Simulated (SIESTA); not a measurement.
GaSb:

```
Sb Ga
1.0
     0.00000    3.05900    3.05900
     3.05900    0.00000    3.05900
     3.05900    3.05900    0.00000
Sb Ga
1 1
Direct
  0.75000 0.75000 0.75000
  0.00000 0.00000 0.00000
```

Base run:

```yaml
Program: SIESTA 5.4.2
Functional: RPBE
Potentials_or_basis: PseudoDojo 0.4 standard (PBE files)
Basis: DZP (energy shift 0.003 Ry; two zetas on semicore shells)
Grid_cutoff: 800 Ry
Energy_shift: 0.003 Ry
k_mesh: 8 × 8 × 8
Occupations: fermi-dirac, width 0.05 eV
Spin: no spin polarisation
```

Its results: band gap on the k mesh 0.30 eV, direct; pressure 4.1 GPa.

Task: The run is repeated on the same cell with these changes: functional from RPBE to LDA; potentials or basis from PseudoDojo 0.4 standard (PBE files) to PseudoDojo 0.4 standard (LDA files). What comes out?

Result: Band gap on the k mesh none (metal or under the smearing width); pressure -1.6 GPa.

Caveats: spin-orbit coupling is left out, which moves the levels of the heavy elements; the basis of atomic orbitals isn't converged, which shifts pressures, moduli and gaps; the potentials were made for another functional, which shifts forces and pressure (some runs).
